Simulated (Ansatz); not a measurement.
The system is KCl (Sylvite).

```
K Cl
1.0
     0.00000    3.14647    3.14647
     3.14647    0.00000    3.14647
     3.14647    3.14647    0.00000
K Cl
1 1
Direct
  0.00000 0.00000 0.00000
  0.50000 0.50000 0.50000
```

Base run:

* Program: Ansatz 0.2.0
* Functional: PBE
* Potentials or basis: all-electron PAW datasets made for the crystal
* Cutoff: 220 eV
* Density cutoff: 880 eV
* k mesh: 6 × 6 × 6
* Occupations: fermi-dirac, width 0.05 eV
* Spin: no spin polarisation

Its results: band gap on the k mesh 5.19 eV, direct; pressure 0.8 GPa.

Problem. The run is repeated on the same cell with these changes: functional from PBE to PBEsol. What comes out?

Solution. Band gap on the k mesh 5.03 eV, direct; pressure -0.4 GPa.

PBEsol binds more tightly than PBE, so the same cell stands under less pressure.

A k mesh can miss the band edges.

Not every run made on this cell is shown here.
